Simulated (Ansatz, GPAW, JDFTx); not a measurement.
One calculation of InP, 3 ways

```
In P
1.0
     0.00000    2.93050    2.93050
     2.93050    0.00000    2.93050
     2.93050    2.93050    0.00000
In P
1 1
Direct
  0.00000 0.00000 0.00000
  0.75000 0.75000 0.75000
```

Alike in all runs: task band structure; functional BLYP; k mesh 8 × 8 × 8; occupations fermi-dirac, width 0.05 eV; no spin polarisation; no spin-orbit coupling. Pressure is positive in compression and, in plane waves, holds the error of the finite cutoff. Gaps are the smaller of the mesh's and the band path's.

```csv
program and potentials,plane-wave cutoff (eV),notes,band gap (eV),pressure (GPa)
"Ansatz, all-electron LAPW, scalar-relativistic",-,-,0.60,6.74
"JDFTx, PseudoDojo-SR-PBE-0.5-standard with smoothed tails",952,potentials made for PBE,0.63,-
"GPAW, PAW data sets generated for this functional",600,-,?,?
```

Question: Estimate from the other rows what the run with GPAW, PAW data sets generated for this functional gave.

Answer: Band gap 0.60 eV; pressure 6.41 GPa. The other rows, which needn't bracket it: band gap 0.60 to 0.63; pressure 6.74.
